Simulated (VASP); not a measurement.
Crystal: TePb.

```xyz
2
Lattice="0.0000 3.2310 3.2310 3.2310 0.0000 3.2310 3.2310 3.2310 0.0000" Properties=species:S:1:pos:R:3 pbc="T T T"
Pb    0.0000    0.0000    0.0000
Te    3.2310    3.2310    3.2310
```

- Program: VASP 6.6.1
- Task: relaxation of cell and atoms
- Functional: PBE
- Potentials or basis: VASP PAW PBE potentials, release 64 (Pb_d, Te)
- Cutoff: 600 eV
- k mesh: 7 × 7 × 7
- Occupations: fermi-dirac, width 0.05 eV
- Spin: no spin polarisation

At the start: pressure 2.1 GPa; volume 33.73 Å³/atom.

Where does the relaxation end?

Over 3 steps the energy falls by 10.5 meV/atom and the volume is 35.41 Å³/atom (+5.0 %); space group Fm-3m (No. 225, to 0.05 Å).

Step by step:
| step | energy change (eV) | largest force (eV/Å) | pressure (GPa) | volume (Å³) |
| --- | --- | --- | --- | --- |
| 1 | 0.0000 | 0.0000 | 2.08 | 67.46 |
| 2 | -0.0193 | 0.0000 | -0.54 | 71.83 |
| 3 | -0.0210 | 0.0000 | 0.00 | 70.81 |

Final structure:
```
Pb Te
1.0
     0.00000    3.28370    3.28370
     3.28370    0.00000    3.28370
     3.28370    3.28370    0.00000
Pb Te
1 1
Direct
  0.00000 0.00000 0.00000
  0.50000 0.50000 0.50000
```
